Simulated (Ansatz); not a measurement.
# HfO2: the cost of one run

Method: DFT r2SCAN, scalar-relativistic, plane waves, PAW, in Ansatz 0.2.0.

2 further runs of the same task are left out: 2 set aside as unsound or not needed.

### Step 1. The starting structure

The structure is tetragonal, space group P4_2/mnm (No. 136). The conventional cell has a = 4.838 Å, b = 4.838 Å, c = 3.220 Å, α = 90.00°, β = 90.00°, γ = 90.00°. Around Hf (site symmetry mmm) lie 6 O at 2.09 Å. O (site symmetry m2m) is surrounded by 3 Hf at 2.09 Å.

As a file:

```
CELL_PARAMETERS angstrom
4.83820 0.00000 0.00000
0.00000 4.83820 0.00000
0.00000 0.00000 3.22035
ATOMIC_POSITIONS crystal
Hf 0.00000 0.00000 0.00000
Hf 0.50000 0.50000 0.50000
O 0.19492 0.80508 0.50000
O 0.30508 0.30508 0.00000
O 0.69492 0.69492 0.00000
O 0.80508 0.19492 0.50000
```

It goes back to an entry of the Materials Project, which need not be the stable form.

It is the result of an earlier relaxation at this level (volume 12.56 Å³/atom; gap on the mesh: 4.53 eV).

### Step 2. Zero strain

The input, input.yaml:

```yaml
crystal:
  lattice:
    - [4.838203634, 0.0, 0.0]
    - [0.0, 4.838203634, 0.0]
    - [0.0, 0.0, 3.2203479163]
  atoms:
    - { symbol: Hf, position: [0.0, 0.0, 0.0] }
    - { symbol: Hf, position: [0.5, 0.5, 0.5] }
    - { symbol: O, position: [0.1949191829, 0.8050808171, 0.5] }
    - { symbol: O, position: [0.3050808171, 0.3050808171, 0.0] }
    - { symbol: O, position: [0.6949191829, 0.6949191829, 0.0] }
    - { symbol: O, position: [0.8050808171, 0.1949191829, 0.5] }
basis:
  ecutwfc: 500
kpoints:
  mp_grid: { grid: [6, 6, 8] }
hamiltonian:
  xc: r2scan
scf:
  occupations: { method: gaussian, width: 0.02 }
output:
  forces: true
  stress: true
  eigenvalues: true
```

On the command line:

```console
$ ansatz run input.yaml --threads 1 --pin off --max-ram 2560MiB --backend cpu --events-out ev --progress --plain --runs-dir out
```

Q: Estimate wall time and peak memory on 1 thread of Intel Xeon 6975P-C (Granite Rapids), shared host.

About 9.1 s, with a peak of 0.62 GiB.
